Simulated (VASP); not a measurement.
# Zr₁₂N: harmonic vibrations of an adsorbate, by atoms left free

Zr₁₂N, slab, 13 atoms in the cell. PBE with D3(BJ), harmonic vibrations; PAW potentials Zr_sv, N (PBE set).

| Atoms left free | Zero-point energy (eV) | Vibrational entropy at 298 K (meV/K) | Displaced cells | Ionic steps, all stages | Electronic steps, all stages | Time (s) |
|---|---|---|---|---|---|---|
| the adsorbate | 0.089 | 0.093 | 6 | 35 | 578 | 1303 |
| the adsorbate and the three nearest surface atoms | 0.162 | 1.338 | 24 | 53 | 847 | 1959 |
| the adsorbate and the four nearest surface atoms | 0.183 | 1.802 | 30 | 59 | 932 | 2128 |

Limits: the slab is thin and the surface cell small, so the value carries both errors; the zero-point energy and the entropy count all atoms left free, so they grow with their number.

## Input of the first row

INCAR.step1:
```
PREC = Accurate
ENCUT = 400
EDIFF = 1E-7
ISMEAR = 1
SIGMA = 0.1
LREAL = F
LASPH = T
NELM = 100
ALGO = Normal
LWAVE = F
LCHARG = F
GGA = PE
IVDW = 12
KPAR = 2
IBRION = 2
NSW = 100
ISIF = 2
EDIFFG = -0.01
POTIM = 0.5
```

INCAR.step2, as INCAR.step1 but for:
```
- IBRION = 2
- NSW = 100
- ISIF = 2
- EDIFFG = -0.01
- POTIM = 0.5
+ IBRION = 5
+ NFREE = 2
+ POTIM = 0.015
+ NSW = 1
```

KPOINTS:
```
k-points
0
Gamma
  3 3 1
```

POSCAR.step1:
```
Zr12N
1.0
    6.4640000000      0.0000000000      0.0000000000
    3.2320000000      5.5979882100      0.0000000000
    0.0000000000      0.0000000000     20.3170000000
Zr N
12 1
Selective dynamics
Direct
    0.0000000000      0.0000000000      0.2953191908  F F F
    0.5000000000      0.0000000000      0.2953191908  F F F
    0.0000000000      0.5000000000      0.2953191908  F F F
    0.5000000000      0.5000000000      0.2953191908  F F F
   -0.1666666667      0.3333333333      0.4219865138  T T T
    0.3333333333      0.3333333333      0.4219865138  T T T
   -0.1666666667      0.8333333333      0.4219865138  T T T
    0.3333333333      0.8333333333      0.4219865138  T T T
    0.0000000000      0.0000000000      0.5486538367  T T T
    0.5000000000      0.0000000000      0.5486538367  T T T
    0.0000000000      0.5000000000      0.5486538367  T T T
    0.5000000000      0.5000000000      0.5486538367  T T T
    0.1666666667      0.1666666667      0.6275540430  T T T
```

POSCAR.step2:
```
Zr12N
1.0
    6.4640000000      0.0000000000      0.0000000000
    3.2320000000      5.5979882100      0.0000000000
    0.0000000000      0.0000000000     20.3170000000
Zr N
12 1
Selective dynamics
Direct
    0.0000000000      0.0000000000      0.2953191908  F F F
    0.5000000000      0.0000000000      0.2953191908  F F F
    0.0000000000      0.5000000000      0.2953191908  F F F
    0.5000000000      0.5000000000      0.2953191908  F F F
    0.8319688429      0.3340155785      0.4140261599  F F F
    0.3340155785      0.3340155785      0.4140261599  F F F
    0.8333333333      0.8333333333      0.4143520015  F F F
    0.3340155785      0.8319688429      0.4140261599  F F F
    0.0019257065      0.0019257065      0.5424658385  F F F
    0.4961485870      0.0019257065      0.5424658385  F F F
    0.0019257065      0.4961485870      0.5424658385  F F F
    0.5000000000      0.5000000000      0.5340299469  F F F
    0.1666666667      0.1666666667      0.5849849123  T T T
```

Commands (each step's output is kept before the next begins):
```
cat potpaw_PBE.64/Zr_sv/POTCAR potpaw_PBE.64/N/POTCAR > POTCAR
cp INCAR.step1 INCAR
cp POSCAR.step1 POSCAR
mpirun -np 8 vasp_std > vasp.out
# POSCAR: the relaxed cell, only the named atoms free
cp INCAR.step2 INCAR
cp POSCAR.step2 POSCAR
mpirun -np 8 vasp_std > vasp.out
```

VASP 6.6.1 took 1303 s on 8 cores (Intel Xeon 6975P-C (Granite Rapids)), a shared host.
